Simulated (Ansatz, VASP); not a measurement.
## Two plane-wave programs on SnO2 (Cassiterite)

```xyz
6
Lattice="4.7380 0.0000 0.0000 0.0000 4.7380 0.0000 0.0000 0.0000 3.1865" Properties=species:S:1:pos:R:3 pbc="T T T"
Sn    2.3690    2.3690    1.5933
Sn    0.0000    0.0000    0.0000
O     3.8240    0.9140    1.5933
O     3.2830    3.2830    0.0000
O     0.9140    3.8240    1.5933
O     1.4550    1.4550    0.0000
```

Alike in both runs: task relaxation of cell and atoms; functional revPBE; dispersion D3(BJ); k mesh 6 × 6 × 8; occupations fermi-dirac, width 0.05 eV; no spin polarisation.

|  | VASP | Ansatz |
| --- | --- | --- |
| version | VASP 6.6.1 | Ansatz 0.2.0 |
| potentials or method | VASP PAW PBE potentials, release 64 (Sn_d, O) | Ansatz PAW |
| plane-wave cutoff (eV) | 600 | 420 |
| valence electrons in the cell | 52 | 52 |

Ansatz gave:

* relaxed volume (Å³/atom): 12.37
* relaxed cell length with the largest relative difference (Å): 3.232
* energy change over the relaxation (meV/atom): -12

Question: What did VASP give for the same quantities?

Answer: Relaxed volume (Å³/atom): 12.40; relaxed cell length with the largest relative difference (Å): 3.236; energy change over the relaxation (meV/atom): -13.

Caveats: the PAW data sets were made with another functional, which shifts forces and pressure a little (VASP); the plane-wave basis is chosen anew once the cell has moved, so the energies of steps on either side of that aren't comparable (Ansatz); the pressure holds a Pulay correction of +0.8 GPa for the finite cutoff (Ansatz); the PAW data sets come from PBE, with cores solved anew for the run's functional, which leaves a small shift of forces and pressure (Ansatz). Zero-point motion and thermal expansion aren't in these numbers.
